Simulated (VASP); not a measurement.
Input of a VASP 6.6.1 run:

File POSCAR:

```
ZnS
1.0
    3.8227000000      0.0000000000      0.0000000000
   -1.9113500000      3.3105553110      0.0000000000
    0.0000000000      0.0000000000     12.5200000000
Zn S
4 4
Direct
    0.0000000000      0.0000000000      0.0000000000
    0.0000000000      0.0000000000      0.5000000000
    0.3333333333      0.6666666667      0.2500000000
    0.6666666667      0.3333333333      0.7500000000
    0.0000000000      0.0000000000      0.1875000000
    0.0000000000      0.0000000000      0.6875000000
    0.3333333333      0.6666666667      0.4375000000
    0.6666666667      0.3333333333      0.9375000000
```

Contents of INCAR.step1:

```
PREC = Accurate
ENCUT = 520
ISMEAR = 0
SIGMA = 0.1
LREAL = F
LASPH = T
NELM = 80
NBANDS = 46
GGA = PE
ALGO = Normal
EDIFF = 1E-4
LWAVE = T
LCHARG = F
```

Contents of INCAR.step2:

```
PREC = Accurate
ENCUT = 520
EDIFF = 1E-6
ISMEAR = 0
SIGMA = 0.1
LREAL = F
LASPH = T
NELM = 80
ALGO = Normal
ISIF = 2
LWAVE = F
LCHARG = F
METAGGA = R2SCAN
LMIXTAU = T
NBANDS = 46
ISTART = 1
```

Contents of KPOINTS:

```
Automatic mesh
0
Gamma
  6 6 2
```

Potentials or basis: VASP PAW PBE potentials, release 64 (Zn, S).

The run is started by

```bash
$ cat potpaw_PBE.64/Zn/POTCAR potpaw_PBE.64/S/POTCAR > POTCAR
$ cp INCAR.step1 INCAR
$ mpirun -np 1 vasp_std > vasp.out
$ cp INCAR.step2 INCAR
$ mpirun -np 1 vasp_std > vasp.out
```

Q: What does it give for the band gap on the k mesh?

A: 2.70 eV.

Q: Predict the pressure.

A: -0.9 GPa.

Stress tensor (GPa, compression positive):
```
-0.81  0.00  0.00
 0.00 -0.81  0.00
 0.00  0.00 -0.97
```

Caveat: the PAW data sets were made with another functional, which shifts forces and pressure a little.

**The experiment to reproduce.**

From a printed reference work, monograph, for a bulk crystal of ZnS at 4 K: band gap 3.911 eV (direct).

Against the measured gap of ZnS, 3.911 eV (direct; 4 K; a printed reference work, monograph), the calculated 2.70 eV is off by -1.22 eV. The value is that of r2SCAN, without temperature or zero-point motion.
